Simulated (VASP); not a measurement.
# BAs (F-43m) in VASP: further runs, part 2 of 2

VASP 6.6.1. Earlier steps stand in the parts before.

## 3. Single point, HSE06 (a relaxed cell with its volume scaled by 0.97)

POSCAR

```
BAs                                     
1.0
    0.0000000000      2.3612375605      2.3612375605
    2.3612375605      0.0000000000      2.3612375605
    2.3612375605      2.3612375605      0.0000000000
  B               As            
     1     1
Direct
     0.0000000000000000    0.0000000000000000    0.0000000000000000
     0.2500000000000000    0.2500000000000000    0.2500000000000000
```

INCAR.step1

```
SYSTEM = BAs
  ALGO = Normal
  EDIFF = 1E-5
  ENCUT = 520
  GGA = PE
  ISIF = 2
  ISMEAR = 0
  KPAR = 4
  LASPH = .TRUE.
  LREAL = .FALSE.
  LWAVE = .TRUE.
  NELM = 60
  PREC = Accurate
  SIGMA = 0.02
```

INCAR.step2

```
SYSTEM = BAs
  ALGO = Normal
  EDIFF = 1E-7
  ENCUT = 520
  GGA = PE
  HFSCREEN = 0.2
  ISIF = 2
  ISMEAR = 0
  ISTART = 1
  KPAR = 4
  LASPH = .TRUE.
  LCHARG = .FALSE.
  LHFCALC = .TRUE.
  LREAL = .FALSE.
  LWAVE = .FALSE.
  NELM = 60
  PREC = Accurate
  PRECFOCK = Fast
  SIGMA = 0.02
```

KPOINTS

```
k-points
0
G
  6 6 6
  0 0 0
```

Potentials or basis: VASP PAW PBE potentials, release 64 (B, As).

On the command line:

```sh
cat potpaw_PBE.64/B/POTCAR potpaw_PBE.64/As/POTCAR > POTCAR
cp INCAR.step1 INCAR
mpirun -np 4 vasp_std > vasp.out
cp INCAR.step2 INCAR
mpirun -np 4 vasp_std > vasp.out
```

OUTCAR:

```text
SYSTEM = BAs
   EDIFF = 1E-7
   ENCUT = 520
   GGA = PE
   HFSCREEN = 0.2
   ISIF = 2
   ISMEAR = 0
   ISTART = 1
   LASPH = .TRUE.
   LHFCALC = .TRUE.
   LREAL = .FALSE.
   NELM = 60
   PREC = Accurate
   PRECFOCK = Fast

 ion  position               nearest neighbor table
   1  0.000  0.000  0.000-   2 2.04   2 2.04   2 2.04   2 2.04
   2  0.250  0.250  0.250-   1 2.04   1 2.04   1 2.04   1 2.04

  LATTYP: Found a face centered cubic cell.
 ALAT       =     4.7224751210

  Lattice vectors:

 A1 = (   0.0000000000,   2.3612375605,   2.3612375605)
 A2 = (   2.3612375605,   0.0000000000,   2.3612375605)
 A3 = (   2.3612375605,   2.3612375605,   0.0000000000)

Analysis of symmetry for initial positions (statically):
=====================================================================
 Subroutine PRICEL returns:
 Original cell was already a primitive cell.

 Routine SETGRP: Setting up the symmetry group for a
 face centered cubic supercell.

 Subroutine GETGRP returns: Found 24 space group operations
[... 169 lines left out ...]
 cond. band min:       8.0255350555   @ k =   0.3333   0.3333   0.0000
 fundamental gap:      1.9358269232
 Fermi energy:         6.2418948833

 k-point     1 :       0.0000    0.0000    0.0000
  band No.  band energies     occupation
      1     -11.2133      2.00000
      2       6.0897      2.00000
      3       6.0897      2.00000
      4       6.0897      2.00000
      5      10.2677      0.00000
      6      10.2677      0.00000
      7      10.2677      0.00000
      8      12.4647      0.00000
[... 155 lines left out ...]
 k-point    16 :      -0.3333    0.5000    0.1667
  band No.  band energies     occupation
      1      -6.1692      2.00000
      2      -3.2392      2.00000
      3       0.2688      2.00000
      4       0.4825      2.00000
      5      10.7142      0.00000
      6      11.0567      0.00000
      7      16.2428      0.00000
      8      16.4880      0.00000

------------------------ aborting loop because EDIFF is reached ----------------------------------------

  FORCE on cell =-STRESS in cart. coord.  units (eV):
  Direction    XX          YY          ZZ          XY          YZ          ZX
  --------------------------------------------------------------------------------------
  -------------------------------------------------------------------------------------
  Total        0.7860251      0.7860251      0.7860251     -0.0000000     -0.0000000      0.0000000
  in kB       47.8297338     47.8297338     47.8297338     -0.0000000     -0.0000000      0.0000000
  external PRESSURE =      47.8297338 kB  Pullay stress =       0.0000000 kB

 VOLUME and BASIS-vectors are now :
 -----------------------------------------------------------------------------
  energy-cutoff  :      520.00
  volume of cell :       26.33
      direct lattice vectors                 reciprocal lattice vectors
     0.000000000  2.361237561  2.361237561    -0.211753365  0.211753365  0.211753365
     2.361237561  0.000000000  2.361237561     0.211753365 -0.211753365  0.211753365
     2.361237561  2.361237561  0.000000000     0.211753365  0.211753365 -0.211753365

 POSITION                                       TOTAL-FORCE (eV/Angst)
 -----------------------------------------------------------------------------------
      0.00000      0.00000      0.00000        -0.000000     -0.000000     -0.000000
      1.18062      1.18062      1.18062         0.000000      0.000000      0.000000
 -----------------------------------------------------------------------------------
    total drift:                               -0.000000     -0.000000     -0.000000

  FREE ENERGIE OF THE ION-ELECTRON SYSTEM (eV)
  ---------------------------------------------------
  free  energy   TOTEN  =       -13.2632936629 eV

  energy  without entropy=      -13.2632936629  energy(sigma->0) =      -13.26329366
```

OUTCAR.step1:

```text
SYSTEM = BAs
   EDIFF = 1E-5
   ENCUT = 520
   GGA = PE
   ISIF = 2
   ISMEAR = 0
[... 389 lines left out ...]
      0.00000      0.00000      0.00000         0.000000      0.000000      0.000000
      1.18062      1.18062      1.18062        -0.000000     -0.000000     -0.000000
 -----------------------------------------------------------------------------------
    total drift:                               -0.000000     -0.000000     -0.000000

  FREE ENERGIE OF THE ION-ELECTRON SYSTEM (eV)
  ---------------------------------------------------
  free  energy   TOTEN  =       -11.3523832380 eV

  energy  without entropy=      -11.3523832380  energy(sigma->0) =      -11.35238324
```

Run time: 72 s. Hardware: 4 MPI ranks of AMD EPYC 7R13 (Zen 3), shared host; peak memory 0.21 GiB.

What came out:

- Free energy: -13.2633 eV
- Pressure: 4.8 GPa
- Band gap on the k mesh: 1.94 eV, indirect (least direct gap 4.18 eV)

Levels at points of the mesh, in eV from the valence-band top:
| k point | band 1 | band 2 | band 3 | band 4 | band 5 | band 6 | band 7 | band 8 |
| --- | --- | --- | --- | --- | --- | --- | --- | --- |
| (0.00, 0.00, 0.00) | -17.30 | 0.00 | 0.00 | 0.00 | 4.18 | 4.18 | 4.18 | 6.38 |
| (0.50, 0.00, 0.00) | -13.97 | -9.98 | -2.05 | -2.05 | 3.80 | 5.75 | 5.75 | 10.10 |
| (0.50, 0.50, 0.00) | -12.41 | -9.70 | -4.62 | -4.62 | 2.05 | 2.13 | 13.31 | 13.31 |

Caveat: the PAW data sets were made with another functional, which shifts forces and pressure a little. A k mesh can miss the band edges.
